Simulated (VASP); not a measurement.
Wanted: the native input for a VASP 6.6.1 run.

| Property | Result |
| --- | --- |
| Task | relaxation of cell and atoms |
| Functional | PBE |
| Potentials or basis | VASP PAW PBE potentials, release 64 (Si, C) |
| Cutoff | 520 eV |
| k mesh | 12 × 12 × 12 |
| Occupations | gaussian, width 0.02 eV |
| Spin | no spin polarisation |
| Further INCAR settings | ALGO = Fast; EDIFF = 1e-07; IBRION = 2; EDIFFG = -0.002; NSW = 80; ISIF = 3 |

The structure of SiC lies in POSCAR:

```
SiC                                     
1.0
   -0.0000000000      2.1897029319      2.1897029319
    2.1897029319     -0.0000000000      2.1897029319
    2.1897029319      2.1897029319      0.0000000000
  Si              C             
     1     1
Direct
     0.0000000000000000    0.0000000000000000    0.0000000000000000
     0.2500000000000000    0.2500000000000000    0.2500000000000000
```

The input as run:

INCAR

```
PREC = Accurate
ENCUT = 520
EDIFF = 1E-7
ISMEAR = 0
SIGMA = 0.02
LREAL = False
LASPH = True
NELM = 100
ALGO = Fast
ISIF = 3
LWAVE = False
LCHARG = False
GGA = PE
IBRION = 2
NSW = 80
EDIFFG = -0.002
KPAR = 4
```

KPOINTS

```
regular mesh
0
Gamma
  12 12 12
```

Potentials or basis: VASP PAW PBE potentials, release 64 (Si, C).

Command:

```sh
$ cat potpaw_PBE.64/Si/POTCAR potpaw_PBE.64/C/POTCAR > POTCAR
$ mpirun -np 4 vasp_std > vasp.out
```

It gave:

```yaml
Pressure_after_relaxing: 0.0 GPa
Band_gap_on_the_k_mesh: 1.37 eV, indirect (least direct gap 4.53 eV)
```

Caveat: the relaxation stopped at its first step, so nothing moved.

It took 3.8 s on 4 MPI ranks on Intel(R) Xeon(R) Platinum 8259CL CPU @ 2.50GHz (Skylake/Cascade Lake), on a shared host, peak memory 0.13 GiB a rank.
